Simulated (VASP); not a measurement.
## CuO: density of states with LDA

Crystal: CuO.

```
Cu O
1.0
     2.83633    0.00000    0.00000
    -1.41816    2.45633    0.00000
     0.00000    0.00000    2.76811
Cu O
1 1
Direct
  0.00000 0.00000 0.00000
  0.66667 0.33333 0.50000
```

Measurements of this composition are mostly on another form, of space group No. 15.

| Quantity | Value |
| --- | --- |
| Program | VASP 6.6.1 |
| Task | density of states |
| Functional | LDA |
| Potentials or basis | VASP PAW LDA potentials, release 64 (Cu, O) |
| Cutoff | 520 eV |
| k mesh | 11 × 11 × 10 |
| Occupations | gaussian, width 0.02 eV |
| Spin | no spin polarisation |
| k mesh for the DOS | 17 × 17 × 15 |
| Occupations for the DOS | tetrahedron |
| Further INCAR settings | ALGO = Normal; EDIFF = 1e-06; NBANDS = 16 |

```json
{"Valence electrons inside the program's atomic spheres": "Cu 9.79; O 4.86"}
```

Levels at points of the mesh, in eV from the Fermi level:
| k point | band 5 | band 6 | band 7 | band 8 | band 9 | band 10 | band 11 | band 12 | band 13 | band 14 |
| --- | --- | --- | --- | --- | --- | --- | --- | --- | --- | --- |
| (0.00, 0.00, 0.00) | -2.59 | -1.78 | -1.78 | -0.10 | -0.10 | 1.14 | 15.06 | 16.50 | 16.50 | 18.46 |

States per cell in windows of 0.5 eV (zero at the Fermi level; states under -8 eV left out):
```
from (eV)  total  Cu1_d  O2_p  Cu1_s  Cu1_p  O2_s  O2_d
     -8.0   0.01   0.00  0.00   0.00   0.00  0.00  0.00
     -7.5   0.05   0.00  0.02   0.01   0.00  0.00  0.00
     -7.0   0.23   0.02  0.09   0.03   0.01  0.00  0.00
     -6.5   0.61   0.08  0.24   0.07   0.02  0.00  0.00
     -6.0   0.86   0.16  0.34   0.06   0.03  0.01  0.00
     -5.5   0.66   0.14  0.27   0.02   0.04  0.01  0.00
     -5.0   0.61   0.16  0.25   0.01   0.03  0.00  0.00
     -4.5   1.15   0.38  0.47   0.01   0.05  0.00  0.00
     -4.0   1.25   0.53  0.47   0.00   0.03  0.00  0.00
     -3.5   0.60   0.28  0.21   0.00   0.01  0.00  0.00
     -3.0   0.59   0.49  0.04   0.00   0.00  0.00  0.00
     -2.5   1.67   1.49  0.03   0.01   0.02  0.00  0.00
     -2.0   2.23   2.09  0.05   0.01   0.00  0.02  0.00
     -1.5   2.14   1.83  0.17   0.02   0.02  0.02  0.00
     -1.0   1.31   0.90  0.27   0.01   0.03  0.01  0.00
     -0.5   1.12   0.61  0.39   0.01   0.01  0.00  0.00
      0.0   0.94   0.50  0.36   0.00   0.01  0.00  0.00
      0.5   0.04   0.02  0.02   0.00   0.00  0.00  0.00
      1.0   0.00   0.00  0.00   0.00   0.00  0.00  0.00
      1.5   0.01   0.00  0.00   0.00   0.00  0.00  0.00
      2.0   0.02   0.00  0.00   0.01   0.00  0.00  0.00
      2.5   0.03   0.00  0.01   0.01   0.00  0.00  0.00
      3.0   0.04   0.00  0.01   0.01   0.00  0.01  0.00
      3.5   0.06   0.00  0.01   0.01   0.00  0.01  0.00
      4.0   0.09   0.00  0.02   0.02   0.01  0.01  0.00
      4.5   0.10   0.00  0.03   0.02   0.01  0.01  0.00
      5.0   0.19   0.01  0.04   0.05   0.02  0.01  0.00
      5.5   0.43   0.03  0.08   0.11   0.05  0.02  0.00
      6.0   0.57   0.04  0.13   0.14   0.06  0.02  0.00
      6.5   0.26   0.02  0.06   0.05   0.04  0.01  0.00
      7.0   0.11   0.01  0.02   0.01   0.02  0.00  0.00
      7.5   0.06   0.00  0.01   0.01   0.01  0.00  0.00
```

Wall time 37 s on 1 thread of AMD EPYC 9R45 96-Core Processor (Zen 5), on a shared host, peak memory 0.17 GiB.

Caveat: an odd number of electrons without spin polarisation forces a metal; a magnetic or distorted state may lie lower; the run has no spin polarisation, though such a crystal can be magnetic; semilocal functionals often make such compounds metallic where correlation or magnetic order opens a gap, which also shifts bond lengths.
